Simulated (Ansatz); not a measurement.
# KCl in Ansatz: the effect of exact exchange

KCl:

```xyz
2
Lattice="3.8392 0.0000 0.0000 0.0000 3.8392 0.0000 0.0000 0.0000 3.8392" Properties=species:S:1:pos:R:3 pbc="T T T"
K     0.0000    0.0000    0.0000
Cl    1.9196    1.9196    1.9196
```

Measurements of this composition are mostly on another form, of space group No. 225.

Alike in all runs:

| Property | Result |
| --- | --- |
| Program | Ansatz 0.2.0 |
| Task | single point |
| Functional | HSE06 form with a typed share of exact exchange |
| Potentials or basis | Ansatz PAW |
| Cutoff | 420 eV (not typed: the program's choice for these potentials) |
| k mesh | 4 × 4 × 4 |
| Occupations | fermi-dirac, width 0.05 eV |
| Spin | no spin polarisation |

```csv
exact exchange,gap on the mesh (eV),pressure (GPa)
0.05,5.06,-0.1
0.1,5.33,-0.2
0.15,?,?
0.2,5.87,-0.4
0.25,6.14,-0.4
0.3,6.41,-0.5
```

Q: What does the run with exact exchange 0.15 give?

A: gap on the mesh 5.60 eV; pressure -0.3 GPa.

Worked out: A straight line through the other rows of the gap on the mesh, of slope 5.4 eV per unit of exact exchange, gives 5.60 eV, against the run's 5.60. A straight line through the other rows of the pressure, of slope -1.56 GPa per unit of exact exchange, gives -0.3 GPa, against the run's -0.3.

Caveats: the PAW data sets come from PBE, with cores solved anew for the run's functional, which leaves a small shift of forces and pressure; the thresholds are loose for stress.

A k mesh can miss the band edges.
